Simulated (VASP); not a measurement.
Set up this calculation in VASP 6.6.1, as the native input.

```
Task                   : single point
Functional             : PBEsol
Potentials or basis    : VASP PAW PBE potentials, release 64 (Ca_sv, S)
Cutoff                 : 520 eV
k mesh                 : 8 × 8 × 8
Occupations            : gaussian, width 0.02 eV
Spin                   : no spin polarisation
Further INCAR settings : ALGO = Normal; EDIFF = 1e-06
```

The structure of CaS lies in POSCAR:

```
CaS
1.0
    0.0000000000      2.8523742900      2.8523742900
    2.8523742900      0.0000000000      2.8523742900
    2.8523742900      2.8523742900      0.0000000000
Ca S
1 1
Direct
    0.0000000000      0.0000000000      0.0000000000
    0.5000000000      0.5000000000      0.5000000000
```

The cell comes from a database or a generator and needn't be the stable form of this composition.

These files were run (other wordings do the same):

INCAR

```
ALGO = Normal
EDIFF = 1E-6
ENCUT = 520
GGA = PS
ISIF = 2
ISMEAR = 0
LASPH = True
LCHARG = False
LREAL = False
LWAVE = False
NELM = 100
PREC = Accurate
SIGMA = 0.02
```

KPOINTS

```
k-points
0
Gamma
  8 8 8
```

Potentials or basis: VASP PAW PBE potentials, release 64 (Ca_sv, S).

Launch:

```console
$ cat potpaw_PBE.64/Ca_sv/POTCAR potpaw_PBE.64/S/POTCAR > POTCAR
$ mpirun -np 1 vasp_std > vasp.out
```

It gave:

```json
{"Pressure": "-2.0 GPa", "Band gap on the k mesh": "2.25 eV, indirect (least direct gap 3.06 eV)"}
```

Caveat: the PAW data sets were made with another functional, which shifts forces and pressure a little.

Wall time 13 s on 1 thread of Intel(R) Xeon(R) Platinum 8488C (Sapphire Rapids), on a shared host, peak memory 0.17 GiB.
